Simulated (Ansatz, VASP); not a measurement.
# HgTe: VASP beside Ansatz

Contents of INCAR:

```
SYSTEM = HgTe
PREC = Accurate
ENCUT = 520
EDIFF = 1E-6
ISMEAR = -1
SIGMA = 0.08
LREAL = .False.
LASPH = .True.
NELM = 80
ALGO = Normal
ISIF = 2
LWAVE = .False.
LCHARG = .False.
NBANDS = 16
```

Contents of KPOINTS:

```
Automatic mesh
0
Gamma
  10 10 10
  0 0 0
```

Contents of POSCAR:

```
HgTe
1.0
    0.0000000000      2.9507150000      2.9215000000
    2.9507150000      0.0000000000      2.9215000000
    2.9507150000      2.9507150000      0.0000000000
Hg Te
1 1
Direct
    0.0000000000      0.0000000000      0.0000000000
    0.5000000000      0.5000000000      0.5000000000
```

Input for Ansatz:

```yaml
crystal:
  lattice:
    - [0.0, 2.950715, 2.9215]
    - [2.950715, 0.0, 2.9215]
    - [2.950715, 2.950715, 0.0]
  atoms:
    - { symbol: Hg, position: [0.0, 0.0, 0.0] }
    - { symbol: Te, position: [0.5, 0.5, 0.5] }
kpoints:
  mp_grid: { grid: [10, 10, 10] }
  band_path:
    path:
      - [0.0, 0.0, 0.0]
      - [0.0, 0.5, 0.5]
      - [0.25, 0.75, 0.5]
      - [0.0, 0.5, 0.0]
      - [0.0, 0.0, 0.0]
      - [0.5, 0.5, 0.0]
      - [0.3775125, 0.6224875, 0.0]
      - [-0.3775125, 0.3775125, 0.0]
      - [0.0, 0.0, 0.0]
    npoints: 5
scf:
  occupations: { method: fermi_dirac, width: 0.08 }
hamiltonian:
  xc: lda
  pseudopotentials: { kind: all_electron, lapw: { basis_error: 0.001 } }
output:
  forces: true
  stress: true
  eigenvalues: true
```

Change from the starting cell: equal xx and yy strain of +1 %.

Alike in both runs: task single point; functional LDA; k mesh 10 × 10 × 10; occupations fermi-dirac, width 0.08 eV; no spin polarisation.

```csv
,VASP,Ansatz
version,VASP 6.6.1,Ansatz 0.2.0
potentials or method,"VASP PAW LDA potentials, release 64 (Hg, Te)","all-electron LAPW, scalar-relativistic"
plane-wave cutoff (eV),520,see its input
```

Ansatz gave:

```
pressure (GPa)                                  : 2.2
largest component of the traceless stress (GPa) : 0.77
```

Q: What did VASP give for the same quantities?

A: Pressure (GPa): 2.7; largest component of the traceless stress (GPa): 0.80.

Ansatz ran all-electron here, so the differences hold the error of VASP's frozen core and of both bases.

Spin-orbit coupling is left out, which matters for the levels of Hg, Te.
